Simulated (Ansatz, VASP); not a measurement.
**One calculation of Pt, two programs**

INCAR

```
PREC = Accurate ; ENCUT = 520
EDIFF = 1E-6 ; ISMEAR = -1
SIGMA = 0.1 ; LREAL = False
LASPH = True ; NELM = 80
ALGO = Normal ; ISIF = 2
LWAVE = False ; LCHARG = False
GGA = RP ; NBANDS = 11
```

File KPOINTS:

```
Automatic mesh
0
Gamma
  16 16 16
```

POSCAR

```
Pt
1.0
   -1.5917975175      1.5917975175      1.5917975175
    1.5917975175     -1.5917975175      1.5917975175
    1.5917975175      1.5917975175     -1.5917975175
Pt
1
Direct
    0.0000000000      0.0000000000      0.0000000000
```

Input for Ansatz:

```yaml
crystal:
  lattice:
    - [-1.5917975175, 1.5917975175, 1.5917975175]
    - [1.5917975175, -1.5917975175, 1.5917975175]
    - [1.5917975175, 1.5917975175, -1.5917975175]
  atoms:
    - { symbol: Pt, position: [0.0, 0.0, 0.0] }
hamiltonian:
  xc: rpbe
  pseudopotentials:
    kind: paw
    azcp:
      Pt: "pseudopotentials/Pt.paw.azcp"
basis:
  ecutwfc: 420
  fft_grid_basis: typed
kpoints:
  mp_grid: { grid: [16, 16, 16], shift: [0, 0, 0] }
magnetization:
  spin_polarized: false
scf:
  occupations: { method: fermi_dirac, width: 0.1 }
  lower_state_search: "off"
output:
  stress: true
```

Alike in both runs: task single point; functional RPBE; k mesh 16 × 16 × 16; occupations fermi-dirac, width 0.1 eV; no spin polarisation.

```csv
,VASP,Ansatz
version,VASP 6.6.1,Ansatz 0.2.0
potentials or method,"VASP PAW PBE potentials, release 64 (Pt)","plane waves (420 eV) with PAW, scalar-relativistic"
plane-wave cutoff (eV),520,420
valence electrons in the cell,10,18
```

Ansatz gave:

- pressure (GPa): 0.0

Task: Estimate VASP's values.

Result: Pressure (GPa): -0.4.

With one functional, cell and mesh, what is left measures potentials, basis and numerics. The two sets of potentials don't hold the same shells in valence.

Caveats: the PAW data sets were made with another functional, which shifts forces and pressure a little (VASP). The runs have no spin-orbit coupling, so splittings on Pt are missing.
